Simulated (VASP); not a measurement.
Pb: relaxation of cell and atoms with PBE

Crystal: Pb.

```xyz
1
Lattice="0.0000 2.4750 2.4750 2.4750 0.0000 2.4750 2.4750 2.4750 0.0000" Properties=species:S:1:pos:R:3 pbc="T T T"
Pb    0.0000    0.0000    0.0000
```

```
Program                : VASP 6.6.1
Task                   : relaxation of cell and atoms
Functional             : PBE
Potentials or basis    : VASP PAW PBE potentials, release 64 (Pb_d)
Cutoff                 : 600 eV
k mesh                 : 14 × 14 × 14
Occupations            : methfessel-paxton, width 0.1 eV
Spin                   : no spin polarisation
Further INCAR settings : ALGO = Normal; EDIFF = 1e-06; IBRION = 2; EDIFFG = -0.01; NSW = 90; ISIF = 3
```

```yaml
Relaxed_volume: 32.00 Å³/atom
Relaxed_cell: a = 3.564 Å, b = 3.564 Å, c = 3.564 Å, α = 60.00°, β = 60.00°, γ = 60.00°
Space_group_after_relaxing_to_0.05_Å: Fm-3m (No. 225)
Energy_gained_by_relaxing: 12.1 meV/atom
Ionic_steps: 3
Pressure_after_relaxing: 0.0 GPa
Band_gap_on_the_k_mesh: none (metal or under the smearing width)
```

The path:
```csv
step,energy change (eV),largest force (eV/Å),pressure (GPa),volume (Å³)
1,0.0000,0.0000,2.42,30.32
2,-0.0116,0.0000,-0.46,32.38
3,-0.0121,0.0000,0.01,32.00
```

Final structure:
```cif
data_structure
_symmetry_space_group_name_H-M 'P 1'
_symmetry_Int_Tables_number 1
_cell_length_a 3.5636
_cell_length_b 3.5636
_cell_length_c 3.5636
_cell_angle_alpha 60.000
_cell_angle_beta 60.000
_cell_angle_gamma 60.000
_cell_volume 32.00
loop_
_atom_site_label
_atom_site_type_symbol
_atom_site_fract_x
_atom_site_fract_y
_atom_site_fract_z
_atom_site_occupancy
Pb1 Pb 0.00000 0.00000 0.00000 1
```

Levels at points of the mesh, in eV from the Fermi level:
| k point | band 4 | band 5 | band 6 | band 7 | band 8 | band 9 | band 10 | band 11 |
| --- | --- | --- | --- | --- | --- | --- | --- | --- |
| (0.00, 0.00, 0.00) | -16.92 | -16.92 | -11.40 | 7.00 | 7.00 | 7.00 | 9.72 | 10.66 |
| (0.50, 0.00, 0.00) | -16.80 | -16.80 | -8.08 | -3.95 | 5.29 | 5.29 | 9.00 | 9.20 |
| (0.50, 0.50, 0.00) | -16.78 | -16.78 | -6.80 | -3.06 | 1.99 | 1.99 | 5.22 | 6.48 |

Run time: 56 s on 2 MPI ranks on Intel(R) Xeon(R) Platinum 8488C (Sapphire Rapids), on a shared host, peak memory 0.18 GiB a rank.

The run has no spin-orbit coupling, so splittings on Pb are missing. PBE usually gives volumes a little too large and moduli too small.
